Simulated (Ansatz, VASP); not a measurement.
**MgO in VASP and in Ansatz**

```
Mg O
1.0
     2.08607    2.08607    0.00000
    -2.08607    2.08607    0.00000
     0.00000    2.08607    2.11991
Mg O
1 1
Direct
  0.00000 0.00000 0.00000
  0.50000 0.50000 0.00000
```

Change from the starting cell: in-plane strain -0.01, out-of-plane length and atoms relaxed by PAW.

Alike in both runs: functional PBEsol; k mesh 10 × 10 × 10; no spin polarisation.

Ansatz relaxed the structure, and its values are those at the end. VASP's run is a single point on that final structure, the one shown.

|  | VASP | Ansatz |
| --- | --- | --- |
| version | VASP 6.6.1 | Ansatz 0.2.0 |
| potentials or method | VASP PAW PBE potentials, release 64 (Mg, O) | PAW with Ansatz's default frozen-core files, scalar-relativistic |
| plane-wave cutoff (eV) | 520 | 420 |
| occupations | gaussian, width 0.01 eV | fixed |
| valence electrons in the cell | 8 | 16 |

VASP gave:

| Property | Result |
| --- | --- |
| pressure (GPa) | 1.9 |

Task: Estimate Ansatz's values.

Result: Pressure (GPa): 2.3.

The two sets of potentials don't hold the same shells in valence.

Caveats: the PAW data sets were made with another functional, which shifts forces and pressure a little (VASP).
